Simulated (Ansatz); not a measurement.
Here is an Ansatz 0.2.0 calculation.

The input input.yaml:

```yaml
crystal:
  lattice:
    - [2.7036817444, 0.0, 0.0]
    - [0.0, 2.7036817444, 0.0]
    - [0.0, 0.0, 2.7036817444]
  atoms:
    - { symbol: As, position: [0.5, 0.5, 0.5] }
hamiltonian:
  xc: { exchange: r2scan, correlation: r2scan, exx: { coeff: 0.1 } }
  pseudopotentials: { kind: paw }
kpoints:
  mp_grid: { grid: [6, 6, 6] }
scf:
  occupations: { method: fermi_dirac, width: 0.05 }
output:
  forces: true
  stress: true
  eigenvalues: true
```

Potentials or basis: Ansatz PAW.

The run is started by

```sh
$ ansatz run input.yaml --threads 2 --pin off --max-ram 5632MiB --backend cpu --events-out ev --progress --plain --runs-dir out
```

Task: What does it give for the band gap on the k mesh?

Result: None (metal or under the smearing width).

Task: What does it give for the pressure?

Result: -0.9 GPa.

Caveat: the k mesh is coarse (spacing up to 0.39 Å⁻¹), so the values aren't converged, least of all with exact exchange; the PAW data sets come from PBE, with cores solved anew for the run's functional, which leaves a small shift of forces and pressure; the thresholds are loose for stress.
